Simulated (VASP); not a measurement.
SiSe2, 6 atoms in the cell. Symmetry: Ibam, No. 72, orthorhombic system. The conventional cell has a = 5.760 Å, b = 6.030 Å, c = 9.760 Å, α = 90.00°, β = 90.00°, γ = 90.00°. Si (site symmetry 222) is surrounded by 4 Se at 2.80 Å. Se (site symmetry m) has 3 Se at 2.75 to 3.07 Å and 2 Si at 2.80 Å as nearest neighbours. 

```yaml
Program: VASP 6.6.1
Task: single point
Functional: PBE
Dispersion: D3(BJ)
Potentials_or_basis: VASP PAW PBE potentials, release 64 (Si, Se)
Cutoff: 520 eV
k_mesh: 4 × 4 × 4
Occupations: gaussian, width 0.1 eV
Spin: no spin polarisation
Dipole_correction: no
Further_INCAR_settings: ALGO = Fast; EDIFF = 1e-06; NBANDS = 25
```

Potentials or basis: VASP PAW PBE potentials, release 64 (Si, Se).

Run with:

```console
$ cat potpaw_PBE.64/Si/POTCAR potpaw_PBE.64/Se/POTCAR > POTCAR
$ mpirun -np 1 vasp_std > vasp.out
```

Hardware: 1 thread of Intel(R) Xeon(R) 6975P-C (Granite Rapids), with other jobs on the host.

Problem. How long does it take, and how much memory?

Solution. Run time: 40 s on 1 thread of Intel(R) Xeon(R) 6975P-C (Granite Rapids) (shared host), peak memory 0.34 GiB. Counts: scf iterations 14, k points 18.
